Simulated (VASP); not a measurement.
# I (C2/m) in VASP: equation of state, part 2 of 2

VASP 6.6.1. The steps go on from the part before.

## 6. Equation of state, PBE, 46.60 Å³/atom (volume scaled by 1.04)

INCAR

```
SYSTEM = I
PREC = Accurate ; ENCUT = 520
EDIFF = 1E-7 ; ISMEAR = -1
SIGMA = 0.05 ; LREAL = .FALSE.
LASPH = .TRUE. ; NELM = 80
ALGO = Normal ; ISIF = 2
LWAVE = .FALSE. ; LCHARG = .FALSE.
GGA = PE ; NBANDS = 10
```

KPOINTS

```
Automatic mesh
0
G
  7 7 11
  0 0 0
```

POSCAR

```
I
1.0
    2.5717497069     -3.7554019108      0.0000000000
    2.5717497069      3.7554019108      0.0000000000
   -1.6422045835      0.0000000000      2.4124316242
I
1
Direct
    0.5000000000      0.5000000000      0.5000000000
```

Potentials or basis: VASP PAW PBE potentials, release 64 (I).

Run with:

```sh
> cat potpaw_PBE.64/I/POTCAR > POTCAR
> mpirun -np 1 vasp_std > vasp.out
```

OUTCAR:

```text
SYSTEM = I
   PREC = Accurate
   ENCUT = 520
   EDIFF = 1E-7
   ISMEAR = -1
   LREAL = .FALSE.
   LASPH = .TRUE.
   NELM = 80
   ISIF = 2
   GGA = PE

 ion  position               nearest neighbor table
   1  0.500  0.500  0.500-

  LATTYP: Found a base centered monoclinic cell.
 ALAT       =     5.1434994138
 B/A-ratio  =     1.4602517114
 C/A-ratio  =     0.5673826054
 COS(beta)  =    -0.5627202553

  Lattice vectors:

 A1 = (   2.5717497069,  -3.7554019108,   0.0000000000)
 A2 = (   2.5717497069,   3.7554019108,   0.0000000000)
 A3 = (  -1.6422045835,   0.0000000000,   2.4124316242)

Analysis of symmetry for initial positions (statically):
=====================================================================
 Subroutine PRICEL returns:
 Original cell was already a primitive cell.

 Routine SETGRP: Setting up the symmetry group for a
 base centered monoclinic supercell.

 Subroutine GETGRP returns: Found  4 space group operations
 (whereof  4 operations were pure point group operations)
 out of a pool of  4 trial point group operations.

The static configuration has the point symmetry C_2h.

[... 182 lines left out ...]

  energy without entropy =       -1.39514597  energy(sigma->0) =       -1.39846259

 E-fermi :   1.7865     XC(G=0):  -7.5937

 val. band max:        1.7312601572   @ k =  -0.1429  -0.1429   0.4545
 cond. band min:       1.8142096998   @ k =   0.4286   0.4286   0.1818
 fundamental gap:      0.0829495426
 Fermi energy:         1.7865155804

 k-point     1 :       0.0000    0.0000    0.0000
  band No.  band energies     occupation
      1     -11.6019      2.00000
      2       0.2949      2.00000
      3       0.3118      2.00000
      4       5.4882      0.00000
      5       6.2021      0.00000
      6       9.6894      0.00000
      7       9.9827      0.00000
      8      12.2633      0.00000
      9      12.5678      0.00000
     10      17.4755      0.00000
[... 495 lines left out ...]
 k-point    40 :      -0.2857   -0.4286    0.0909
  band No.  band energies     occupation
      1     -11.2033      2.00000
      2      -1.2011      2.00000
      3      -0.6371      2.00000
      4       4.2582      0.00000
      5       8.7985      0.00000
      6      10.5458      0.00000
      7      12.5368      0.00000
      8      14.0073      0.00000
      9      15.2756      0.00000
     10      16.2958      0.00000

 [... further k-points ...]
[... 5 lines left out ...]
  --------------------------------------------------------------------------------------
  -------------------------------------------------------------------------------------
  Total        0.0391198      0.1804191     -0.0265064      0.0000000      0.0000000      0.0607212
  in kB        1.3450465      6.2033031     -0.9113642      0.0000000      0.0000000      2.0877611
  external PRESSURE =       2.2123285 kB  Pullay stress =       0.0000000 kB

 VOLUME and BASIS-vectors are now :
 -----------------------------------------------------------------------------
  energy-cutoff  :      520.00
  volume of cell :       46.60
      direct lattice vectors                 reciprocal lattice vectors
     2.571749707 -3.755401911  0.000000000     0.194420164 -0.133141542  0.132346833
     2.571749707  3.755401911  0.000000000     0.194420164  0.133141542  0.132346833
    -1.642204584  0.000000000  2.412431624     0.000000000  0.000000000  0.414519520

 POSITION                                       TOTAL-FORCE (eV/Angst)
 -----------------------------------------------------------------------------------
      1.75065      0.00000      1.20622        -0.000000      0.000000      0.000000
 -----------------------------------------------------------------------------------
    total drift:                                0.000000      0.000000      0.000000

  FREE ENERGIE OF THE ION-ELECTRON SYSTEM (eV)
  ---------------------------------------------------
  free  energy   TOTEN  =        -1.4017792029 eV

  energy  without entropy=       -1.3951459719  energy(sigma->0) =       -1.39846259
```

stdout:

```text
POSCAR found type information on POSCAR I
 POSCAR found :  1 types and       1 ions
 scaLAPACK will be used
 LDA part: xc-table for (Slater+PW92), standard interpolation
 POSCAR, INCAR and KPOINTS ok, starting setup
 FFT: planning ... GRIDC
 FFT: planning ... GRID_SOFT
 FFT: planning ... GRID
 WAVECAR not read
 entering main loop
```

It took 51 s on 1 thread of Intel Xeon Platinum 8488C (Sapphire Rapids), shared host; peak memory 0.22 GiB.

What came out:

```
Free energy            : -1.4018 eV
Pressure               : 0.2 GPa
Band gap on the k mesh : none (metal or under the smearing width)
```

Caveat: an odd number of electrons without spin polarisation forces a metal; a magnetic or distorted state may lie lower.

## 7. Equation of state, PBE, 47.49 Å³/atom (volume scaled by 1.06)

INCAR

```
PREC = Accurate
ENCUT = 520
EDIFF = 1E-7
ISMEAR = -1
SIGMA = 0.05
LREAL = F
LASPH = T
NELM = 100
ALGO = Normal
ISIF = 2
LWAVE = F
LCHARG = F
GGA = PE
NBANDS = 10
```

KPOINTS

```
regular mesh
0
Gamma
  7 7 11
```

POSCAR

```
I
1.0
    2.5881307199     -3.7793223132      0.0000000000
    2.5881307199      3.7793223132      0.0000000000
   -1.6526647673      0.0000000000      2.4277978451
I
1
Direct
    0.5000000000      0.5000000000      0.5000000000
```

Run with:

```sh
> cat potpaw_PBE.64/I/POTCAR > POTCAR
> mpirun -np 1 vasp_std > vasp.out
```

It took 49 s on 1 thread of Intel Xeon Platinum 8488C (Sapphire Rapids), shared host; peak memory 0.21 GiB.

The run converged. Its results:

- Free energy: -1.4020 eV
- Pressure: -0.1 GPa
- Band gap on the k mesh: none (metal or under the smearing width)

Caveat: an odd number of electrons without spin polarisation forces a metal; a magnetic or distorted state may lie lower.

## 8. Equation of state, PBE

Potentials or basis: VASP PAW PBE potentials, release 64 (I).

No new run: the results of the series are fitted here.

What came out:

- Equilibrium volume: 47.16 Å³/atom
- Bulk modulus at fixed shape and positions: 18.3 GPa
- Pressure derivative of the bulk modulus: 5.5

Energy against volume, from the lowest point:
| volume (Å³/atom) | energy (meV/atom) |
| --- | --- |
| 42.118 | 39.05 |
| 43.014 | 25.17 |
| 43.910 | 14.73 |
| 44.806 | 7.32 |
| 45.702 | 2.60 |
| 46.598 | 0.25 |
| 47.494 | 0.00 |

Caveat: the cell was scaled at fixed shape and fractional positions, which overstates the stiffness of a crystal with free parameters, most of all of layers and chains. The run has no spin-orbit coupling, so splittings on I are missing.
